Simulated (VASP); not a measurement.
# GaN (F-43m) in VASP: further runs

Runs on GaN. Level: PBEsol. Tasks: single point, relaxation of cell and atoms.

Program: VASP 6.6.1. These are calculated values, not measurements. Logs are shortened: lines on timing, memory, paths and dates and some standing lists are left out, and cuts for length are marked.

**What was measured.**

From a printed reference work, textbook, for a bulk crystal of GaN at 0 K: band gap 3.299 eV (direct).

How close the calculation comes is told below.

## (1) Starting point

It takes space group F-43m (No. 216, cubic). The conventional cell has a = 4.498 Å, b = 4.498 Å, c = 4.498 Å, α = 90.00°, β = 90.00°, γ = 90.00°. Ga (site symmetry -43m) is surrounded by 4 N at 1.95 Å. N (site symmetry -43m) has 4 Ga at 1.95 Å as nearest neighbours.

The cell is a database's computed one.

## (2) Single point, PBEsol

Input file INCAR:

```
PREC = Accurate
ENCUT = 520
EDIFF = 1E-6
ISMEAR = 0
SIGMA = 0.02
LREAL = False
LASPH = True
NELM = 100
ALGO = Normal
ISIF = 2
LWAVE = False
LCHARG = False
GGA = PS
NBANDS = 16
```

Input file KPOINTS:

```
Automatic mesh
0
Gamma
  10 10 10
```

Input file POSCAR:

```
GaN
1.0
    0.0000000000      2.2491150721      2.2491150721
    2.2491150721      0.0000000000      2.2491150721
    2.2491150721      2.2491150721      0.0000000000
Ga N
1 1
Direct
    0.0000000000      0.0000000000      0.0000000000
    0.7500000000      0.7500000000      0.7500000000
```

Potentials or basis: VASP PAW PBE potentials, release 64 (Ga_d, N).

The run is started by

```sh
> cat potpaw_PBE.64/Ga_d/POTCAR potpaw_PBE.64/N/POTCAR > POTCAR
> mpirun -np 1 vasp_std > vasp.out
```

OUTCAR:

```text
PREC = Accurate
   ENCUT = 520
   EDIFF = 1E-6
   ISMEAR = 0
   LREAL = False
   LASPH = True
   NELM = 100
   ISIF = 2
   GGA = PS

 ion  position               nearest neighbor table
   1  0.000  0.000  0.000-   2 1.95   2 1.95   2 1.95   2 1.95
   2  0.750  0.750  0.750-   1 1.95   1 1.95   1 1.95   1 1.95

  LATTYP: Found a face centered cubic cell.
 ALAT       =     4.4982301442

  Lattice vectors:

 A1 = (   0.0000000000,   2.2491150721,   2.2491150721)
 A2 = (   2.2491150721,   0.0000000000,   2.2491150721)
 A3 = (   2.2491150721,   2.2491150721,   0.0000000000)

Analysis of symmetry for initial positions (statically):
=====================================================================
 Subroutine PRICEL returns:
 Original cell was already a primitive cell.

 Routine SETGRP: Setting up the symmetry group for a
 face centered cubic supercell.

 Subroutine GETGRP returns: Found 24 space group operations
 (whereof 24 operations were pure point group operations)
 out of a pool of 48 trial point group operations.

The static configuration has the point symmetry T_d .

Analysis of symmetry for dynamics (positions and initial velocities):
=====================================================================
 Subroutine PRICEL returns:
 Original cell was already a primitive cell.

 Routine SETGRP: Setting up the symmetry group for a
 face centered cubic supercell.

 Subroutine GETGRP returns: Found 24 space group operations
 (whereof 24 operations were pure point group operations)
 out of a pool of 48 trial point group operations.

The dynamic configuration has the point symmetry T_d .

 Subroutine INISYM returns: Found 24 space group operations
 (whereof 24 operations are pure point group operations),
 and found     1 'primitive' translations

----------------------------------------------------------------------------------------

                                     Primitive cell

  volume of cell :      22.7544

  direct lattice vectors                    reciprocal lattice vectors
     0.000000000  2.249115072  2.249115072    -0.222309657  0.222309657  0.222309657
     2.249115072  0.000000000  2.249115072     0.222309657 -0.222309657  0.222309657
     2.249115072  2.249115072  0.000000000     0.222309657  0.222309657 -0.222309657

  length of vectors
     3.180729038  3.180729038  3.180729038     0.385051621  0.385051621  0.385051621

  position of ions in fractional coordinates (direct lattice)
     0.000000000  0.000000000  0.000000000
     0.750000000  0.750000000  0.750000000

  ion indices of the primitive-cell ions
   primitive index   ion index
                 1           1
                 2           2

----------------------------------------------------------------------------------------

 KPOINTS: Automatic mesh

Automatic generation of k-mesh.
 Grid dimensions read from file:
 generate k-points for:   10   10   10

 Generating k-lattice:

  Cartesian coordinates                     Fractional coordinates (reciprocal lattice)
    -0.022230966  0.022230966  0.022230966     0.100000000  0.000000000  0.000000000
     0.022230966 -0.022230966  0.022230966     0.000000000  0.100000000  0.000000000
     0.022230966  0.022230966 -0.022230966     0.000000000  0.000000000  0.100000000

  Length of vectors
     0.038505162  0.038505162  0.038505162

  Shift w.r.t. Gamma in fractional coordinates (k-lattice)
     0.000000000  0.000000000  0.000000000

 Subroutine IBZKPT returns following result:
 ===========================================

 Found     47 irreducible k-points:

 Following reciprocal coordinates:
            Coordinates               Weight
  0.000000  0.000000  0.000000      1.000000
  0.100000  0.000000  0.000000      8.000000
  0.200000  0.000000  0.000000      8.000000
  0.300000  0.000000  0.000000      8.000000
  0.400000  0.000000  0.000000      8.000000
  0.500000  0.000000  0.000000      4.000000
[... 16 lines left out ...]
  0.300000  0.300000  0.000000      6.000000
  0.400000  0.300000  0.000000     24.000000
 [... further k-points ...]
   k-points           NKPTS =     47   k-points in BZ     NKDIM =     47   number of bands    NBANDS=     16
   number of dos      NEDOS =    301   number of ions     NIONS =      2
   total plane-waves  NPLWV =  13824
   dimension x,y,z NGX =    24 NGY =   24 NGZ =   24
   dimension x,y,z NGXF=    48 NGYF=   48 NGZF=   48
   ions per type =               1   1
   NGX,Y,Z   is equivalent  to a cutoff of  12.54, 12.54, 12.54 a.u.
   NGXF,Y,Z  is equivalent  to a cutoff of  25.09, 25.09, 25.09 a.u.
 SYSTEM =  unknown system
   PREC   = accura    normal or accurate (medium, high low for compatibility)
   ISTART =      0    job   : 0-new  1-cont  2-samecut
   ICHARG =      2    charge: 1-file 2-atom 10-const
   ISPIN  =      1    spin polarized calculation?
   LNONCOLLINEAR =      F non collinear calculations
   LSORBIT =      F    spin-orbit coupling
   LASPH  =      T    aspherical Exc in radial PAW
   ENCUT  =  520.0 eV  38.22 Ry    6.18 a.u.   5.91  5.91  5.91*2*pi/ulx,y,z
   NELM   =    100;   NELMIN=  2; NELMDL= -5     # of ELM steps
   EDIFF  = 0.1E-05   stopping-criterion for ELM
   LREAL  =      F    real-space projection
   EDIFFG = 0.1E-04   stopping-criterion for IOM
   NSW    =      0    number of steps for IOM
   IBRION =     -1    ionic relax: 0-MD 1-quasi-New 2-CG
   NFREE  =      0    steps in history (QN), initial steepest desc. (CG)
   ISIF   =      2    stress and relaxation
   ISYM   =      2    0-nonsym 1-usesym 2-fastsym
   POTIM  = 0.5000    time-step for ionic-motion
   TEBEG  =    0.0;   TEEND  =   0.0 temperature during run
   PSTRESS=    0.0 pullay stress
   NELECT =      18.0000    total number of electrons
   NUPDOWN=      -1.0000    fix difference up-down
   EMIN   =  10.00;   EMAX   =-10.00  energy-range for DOS
   EFERMI =   0.00;   METHOD = LEGACY
   ISMEAR =     0;   SIGMA  =   0.02  broadening in eV -4-tet -1-fermi 0-gaus
   EFERMI_NEDOS =   21; number of points for ismear=-14 and -15
   IALGO  =     38    algorithm
   IMIX   =      4    mixing-type and parameters
     AMIX     =   0.40;   BMIX     =  1.00
     AMIX_MAG =   1.60;   BMIX_MAG =  1.00
  volume/ion in A,a.u.               =      11.38        76.78
  Fermi-wavevector in a.u.,A,eV,Ry     =   1.514063  2.861164 31.189822  2.292387
  Thomas-Fermi vector in A             =   2.623771
   LORBIT       =      0    0 simple, 1 ext, 2 COOP (PROOUT), +10 PAW based schemes
   GGA     = PS    functional components
   LHFCALC =     F    Hartree Fock is set to
   AEXX    =    0.0000 exact exchange contribution
   IVDW    =     0    specifies the selected vdW correction
   LEPSILON=     F    determine dielectric tensor
   LRPA    =     F    only Hartree local field effects (RPA)
 non-spin polarized calculation
 Gauss-broadening in eV      SIGMA  =   0.02
  energy-cutoff  :      520.00
  volume of cell :       22.75
 maximum number of plane-waves:       622
   NGX = 11   NGY = 11   NGZ = 11

 number of electron      18.0000008 magnetization

 Free energy of the ion-electron system (eV)
  ---------------------------------------------------
  ext. energy  EPLUGINS =         0.00000000
  ---------------------------------------------------
  free energy    TOTEN  =       -13.12251788 eV

  energy without entropy =      -13.12251788  energy(sigma->0) =      -13.12251788

 E-fermi :   5.3755     XC(G=0): -11.9334

 val. band max:        5.2131757389   @ k =   0.0000   0.0000   0.0000
 cond. band min:       6.9335469943   @ k =   0.0000   0.0000   0.0000
 fundamental gap:      1.7203712555
 Fermi energy:         5.3754589685

 k-point     1 :       0.0000    0.0000    0.0000
  band No.  band energies     occupation
      1     -10.7692      2.00000
      2      -8.1951      2.00000
      3      -8.1951      2.00000
      4      -8.1951      2.00000
      5      -7.8640      2.00000
      6      -7.8640      2.00000
[... 8 lines left out ...]
     15      23.9494      0.00000
     16      23.9494      0.00000

 k-point     2 :       0.1000    0.0000    0.0000
  band No.  band energies     occupation
      1     -10.6550      2.00000
      2      -8.1810      2.00000
      3      -8.1810      2.00000
      4      -8.1580      2.00000
      5      -7.8654      2.00000
      6      -7.8654      2.00000
[... 8 lines left out ...]
     15      22.6710      0.00000
     16      22.6710      0.00000

 k-point     3 :       0.2000    0.0000    0.0000
  band No.  band energies     occupation
      1     -10.3653      2.00000
      2      -8.1484      2.00000
      3      -8.1484      2.00000
      4      -8.0002      2.00000
      5      -7.8643      2.00000
      6      -7.8643      2.00000
[... 8 lines left out ...]
     15      21.9049      0.00000
     16      21.9049      0.00000

 k-point     4 :       0.3000    0.0000    0.0000
  band No.  band energies     occupation
      1     -10.0529      2.00000
      2      -8.1195      2.00000
      3      -8.1195      2.00000
      4      -7.8504      2.00000
      5      -7.8504      2.00000
      6      -7.6069      2.00000
[... 8 lines left out ...]
     15      22.3978      0.00000
     16      22.3978      0.00000

 k-point     5 :       0.4000    0.0000    0.0000
  band No.  band energies     occupation
      1      -9.8630      2.00000
      2      -8.1071      2.00000
      3      -8.1071      2.00000
      4      -7.8272      2.00000
      5      -7.8272      2.00000
      6      -6.9877      2.00000
[... 8 lines left out ...]
     15      23.8088      0.00000
     16      23.8088      0.00000

 k-point     6 :       0.5000    0.0000    0.0000
  band No.  band energies     occupation
      1      -9.8076      2.00000
      2      -8.1048      2.00000
      3      -8.1048      2.00000
      4      -7.8157      2.00000
      5      -7.8157      2.00000
      6      -6.6132      2.00000
[... 8 lines left out ...]
     15      24.8176      0.00000
     16      24.8176      0.00000

 k-point     7 :       0.1000    0.1000    0.0000
  band No.  band energies     occupation
      1     -10.6174      2.00000
      2      -8.1685      2.00000
      3      -8.1685      2.00000
      4      -8.1619      2.00000
      5      -7.8748      2.00000
      6      -7.8565      2.00000
[... 8 lines left out ...]
     15      24.1231      0.00000
     16      24.6557      0.00000

 k-point     8 :       0.2000    0.1000    0.0000
  band No.  band energies     occupation
      1     -10.3874      2.00000
      2      -8.1481      2.00000
      3      -8.1347      2.00000
      4      -8.0536      2.00000
      5      -7.8734      2.00000
      6      -7.8490      2.00000
[... 8 lines left out ...]
     15      23.7111      0.00000
     16      23.8669      0.00000

 k-point     9 :       0.3000    0.1000    0.0000
  band No.  band energies     occupation
      1     -10.0868      2.00000
      2      -8.1217      2.00000
      3      -8.1015      2.00000
      4      -7.9164      2.00000
      5      -7.8360      2.00000
      6      -7.6829      2.00000
[... 8 lines left out ...]
     15      22.8672      0.00000
     16      23.8415      0.00000
[... 172 lines left out ...]
 k-point    19 :       0.5000    0.2000    0.0000
  band No.  band energies     occupation
      1      -9.7283      2.00000
      2      -8.0892      2.00000
      3      -8.0249      2.00000
      4      -7.9086      2.00000
      5      -7.8115      2.00000
      6      -6.5095      2.00000
[... 8 lines left out ...]
     15      25.3679      0.00000
     16      25.7906      0.00000

 k-point    20 :      -0.4000    0.2000    0.0000
  band No.  band energies     occupation
      1      -9.7202      2.00000
      2      -8.0942      2.00000
      3      -8.0311      2.00000
      4      -7.8768      2.00000
      5      -7.8365      2.00000
      6      -6.3777      2.00000
[... 8 lines left out ...]
     15      23.7942      0.00000
     16      25.4024      0.00000

 k-point    21 :      -0.3000    0.2000    0.0000
  band No.  band energies     occupation
      1      -9.7907      2.00000
      2      -8.0957      2.00000
      3      -8.0497      2.00000
      4      -7.8712      2.00000
      5      -7.8692      2.00000
      6      -6.8572      2.00000
[... 8 lines left out ...]
     15      22.4443      0.00000
     16      25.7542      0.00000

 k-point    22 :      -0.2000    0.2000    0.0000
  band No.  band energies     occupation
      1      -9.9571      2.00000
      2      -8.1033      2.00000
      3      -8.0876      2.00000
      4      -7.8873      2.00000
      5      -7.8800      2.00000
      6      -7.4274      2.00000
[... 8 lines left out ...]
     15      22.5004      0.00000
     16      25.6868      0.00000

 k-point    23 :       0.3000    0.3000    0.0000
  band No.  band energies     occupation
      1      -9.8656      2.00000
      2      -8.0472      2.00000
      3      -7.9992      2.00000
      4      -7.9992      2.00000
      5      -7.8122      2.00000
      6      -7.4164      2.00000
[... 8 lines left out ...]
     15      27.2264      0.00000
     16      27.6501      0.00000

 k-point    24 :       0.4000    0.3000    0.0000
  band No.  band energies     occupation
      1      -9.7400      2.00000
      2      -8.0651      2.00000
      3      -7.9641      2.00000
      4      -7.9632      2.00000
      5      -7.8017      2.00000
      6      -6.9562      2.00000
[... 8 lines left out ...]
     15      27.5013      0.00000
     16      27.6098      0.00000

 [... further k-points ...]

------------------------ aborting loop because EDIFF is reached ----------------------------------------

  FORCE on cell =-STRESS in cart. coord.  units (eV):
  Direction    XX          YY          ZZ          XY          YZ          ZX
  --------------------------------------------------------------------------------------
  -------------------------------------------------------------------------------------
  Total       -0.0323171     -0.0323171     -0.0323171      0.0000000      0.0000000      0.0000000
  in kB       -2.2755056     -2.2755056     -2.2755056      0.0000000      0.0000000      0.0000000
  external PRESSURE =      -2.2755056 kB  Pullay stress =       0.0000000 kB

 VOLUME and BASIS-vectors are now :
 -----------------------------------------------------------------------------
  energy-cutoff  :      520.00
  volume of cell :       22.75
      direct lattice vectors                 reciprocal lattice vectors
     0.000000000  2.249115072  2.249115072    -0.222309657  0.222309657  0.222309657
     2.249115072  0.000000000  2.249115072     0.222309657 -0.222309657  0.222309657
     2.249115072  2.249115072  0.000000000     0.222309657  0.222309657 -0.222309657

 POSITION                                       TOTAL-FORCE (eV/Angst)
 -----------------------------------------------------------------------------------
      0.00000      0.00000      0.00000         0.000000      0.000000      0.000000
      3.37367      3.37367      3.37367        -0.000000     -0.000000     -0.000000
 -----------------------------------------------------------------------------------
    total drift:                               -0.000001     -0.000001     -0.000001

  FREE ENERGIE OF THE ION-ELECTRON SYSTEM (eV)
  ---------------------------------------------------
  free  energy   TOTEN  =       -13.1225178838 eV

  energy  without entropy=      -13.1225178838  energy(sigma->0) =      -13.12251788
```

It took 9.3 s on 1 thread of Intel Xeon Platinum 8488C (Sapphire Rapids), shared host; peak memory 0.14 GiB.

What came out:

- Free energy: -13.1225 eV
- Pressure: -0.2 GPa
- Band gap on the k mesh: 1.72 eV, direct

Caveat: the PAW data sets were made with another functional, which shifts forces and pressure a little.

## (3) Relaxation of cell and atoms, PBEsol

This run uses another cell than the first one, of 11.44 Å³/atom, 1.006 times its volume.

Input file INCAR:

```
SYSTEM = GaN
ALGO = Fast ; EDIFF = 1E-7
EDIFFG = -0.005 ; ENCUT = 600
GGA = PS ; IBRION = 2
ISIF = 3 ; ISMEAR = 0
LASPH = .True. ; LCHARG = .False.
LREAL = .False. ; LWAVE = .False.
NELM = 100 ; NSW = 100
PREC = Accurate ; SIGMA = 0.02
```

Input file KPOINTS:

```
k-points
0
Gamma
  10 10 10
  0 0 0
```

Input file POSCAR:

```
GaN
1.0
    0.0000000000      2.2535006075      2.2535006075
    2.2535006075      0.0000000000      2.2535006075
    2.2535006075      2.2535006075      0.0000000000
Ga N
1 1
Direct
    0.0000000000      0.0000000000      0.0000000000
    0.7500000000      0.7500000000      0.7500000000
```

Potentials or basis: VASP PAW PBE potentials, release 64 (Ga_d, N).

The run is started by

```sh
> cat potpaw_PBE.64/Ga_d/POTCAR potpaw_PBE.64/N/POTCAR > POTCAR
> mpirun -np 1 vasp_std > vasp.out
```

Wall time 42 s (1 thread of Intel Xeon Platinum 8488C (Sapphire Rapids), shared host); peak memory 0.17 GiB.

The run converged. Its results:

| Item | Value |
| --- | --- |
| Free energy | -13.1246 eV |
| Relaxed volume | 11.35 Å³/atom |
| Relaxed cell | a = 3.178 Å, b = 3.178 Å, c = 3.178 Å, α = 60.00°, β = 60.00°, γ = 60.00° |
| Space group after relaxing (to 0.05 Å) | F-43m (No. 216) |
| Energy gained by relaxing | 0.4 meV/atom |
| Ionic steps | 3 |
| Pressure after relaxing | 0.0 GPa |
| Band gap on the k mesh | 1.73 eV, direct |

Step by step:
```tsv
step	energy change (eV)	largest force (eV/Å)	pressure (GPa)	volume (Å³)
1	0.0000	0.0000	-1.47	22.89
2	-0.0001	0.0000	1.42	22.54
3	-0.0008	0.0000	-0.04	22.70
```

Final structure:
```xyz
2
Lattice="0.0000 2.2475 2.2475 2.2475 0.0000 2.2475 2.2475 2.2475 0.0000" Properties=species:S:1:pos:R:3 pbc="T T T"
Ga    0.0000    0.0000    0.0000
N     3.3712    3.3712    3.3712
```

Levels at points of the mesh, in eV from the valence-band top:
```tsv
k point	band 6	band 7	band 8	band 9	band 10	band 11	band 12	band 13
(0.00, 0.00, 0.00)	-13.08	0.00	0.00	0.00	1.73	10.25	10.25	10.25
(0.50, 0.00, 0.00)	-11.83	-7.17	-0.99	-0.99	4.62	8.67	10.31	10.31
(0.50, 0.50, 0.00)	-11.40	-6.21	-2.76	-2.76	3.23	6.61	11.63	13.96
```

Caveat: the PAW data sets were made with another functional, which shifts forces and pressure a little. As with any semilocal functional, this PBEsol gap is likely too small.

## (4) Against experiment

Step 2. A measured gap of GaN is 3.299 eV (direct; 0 K; a printed reference work, textbook); the calculated 1.72 eV misses it by -1.58 eV. Spin-orbit coupling on Ga is left out. The value is that of PBEsol, without temperature or zero-point motion. Semilocal functionals fall short of measured gaps as a rule. The cell is a database's relaxed one, not the measured one, which moves gaps too.
